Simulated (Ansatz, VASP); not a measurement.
## One calculation of NbAs, two programs

```xyz
2
Lattice="3.2192 0.0000 0.0000 0.0000 3.2192 0.0000 0.0000 0.0000 3.2192" Properties=species:S:1:pos:R:3 pbc="T T T"
Nb    0.0000    0.0000    0.0000
As    1.6096    1.6096    1.6096
```

Alike in both runs: task relaxation of cell and atoms; functional PBE; k mesh 18 × 18 × 18; occupations gaussian, width 0.1 eV; no spin polarisation.

|  | VASP | Ansatz |
| --- | --- | --- |
| version | VASP 6.6.1 | Ansatz 0.2.0 |
| potentials or method | VASP PAW PBE potentials, release 64 (Nb_sv, As) | scalar-relativistic, plane waves, PAW |
| plane-wave cutoff (eV) | 600 | 420 |
| valence electrons in the cell | 18 | 28 |

|  | VASP | Ansatz | Ansatz less VASP |
| --- | --- | --- | --- |
| gap on the k mesh at the Fermi level, each at its own relaxed structure (eV) | none | none | - |
| relaxed volume (Å³/atom) | 16.65 | 16.65 | -0.002 |
| relaxed cell length with the largest relative difference (Å) | 3.218 | 3.217 | -0.0001 |

A gap of «none» marks a metal or a gap that the smearing closes. The two sets of potentials don't hold the same shells in valence.
